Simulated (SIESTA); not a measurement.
**TiO2 under changes of volume**

One of the cells (12.226 Å³/atom); the others are scaled copies at fixed shape and fractional positions:

```
Ti O
1.0
     6.15358   -1.88347    0.00000
     6.15358    1.88347    0.00000
    -1.92833    0.00000    6.32897
Ti O
4 8
Cartesian
  10.5189 0.0000 1.8329
  1.8562 0.0000 1.7959
  -0.1400 0.0000 4.4961
  8.5226 0.0000 4.5330
  3.8886 0.0000 1.8569
  1.9846 0.0000 4.1297
  8.7534 0.0000 6.2992
  8.3943 0.0000 2.1993
  10.3741 0.0000 3.9874
  1.6255 0.0000 0.0298
  6.4903 0.0000 4.4721
  0.0047 0.0000 2.3416
```

The cell comes from a database or a generator and needn't be the stable form of this composition.

```yaml
Program: SIESTA 5.4.2
Functional: PBE
Potentials_or_basis: PseudoDojo 0.4 standard (PBE files)
Basis: DZ (energy shift 0.01 Ry)
Grid_cutoff: 800 Ry
Energy_shift: 0.01 Ry
k_mesh: 6 × 6 × 3
Occupations: fermi-dirac, width 0.05 eV
Spin: no spin polarisation
```

```csv
volume (Å³/atom),energy over the lowest point (meV/atom),pressure (GPa),gap on the mesh (eV),largest force (eV/Å)
11.492,8.15,7.8,2.72,0.568
11.737,0.29,2.6,2.65,0.435
11.981,0.00,-2.1,2.57,0.334
12.226,6.43,-6.3,2.50,0.269
12.470,?,?,?,?
12.715,37.27,-13.6,2.37,0.346
12.959,60.51,-16.8,2.31,0.430
```

What does the run at 12.470 Å³/atom give?

Energy over the lowest point 19.07 meV/atom; pressure -10.2 GPa; gap on the mesh 2.44 eV; largest force 0.262 eV/Å.

Worked out: A Birch-Murnaghan fit of order 3 (a polynomial in V^(-2/3)) to the other rows has its minimum at 11.87 Å³/atom with B0 = V·E''(V) = 226 GPa and B' = 3.7 at fixed shape and positions, which overstates the stiffness. It gives 19.03 meV/atom at 12.470 Å³/atom, against the run's 19.07, and -dE/dV = -10.2 GPa, against -10.2. A straight line through the other rows of the gap, of slope -3.43 eV per unit of ln V, gives 2.44 eV, against the run's 2.44.

Energies are extrapolated to zero smearing.

Caveats: the basis has no polarisation orbitals; semicore shells carry a single zeta, which can move pressures by several GPa and volumes by a few percent; an odd mesh through Γ misses points on the zone boundary, where band edges often lie; the basis of atomic orbitals isn't converged, which shifts pressures, moduli and gaps.
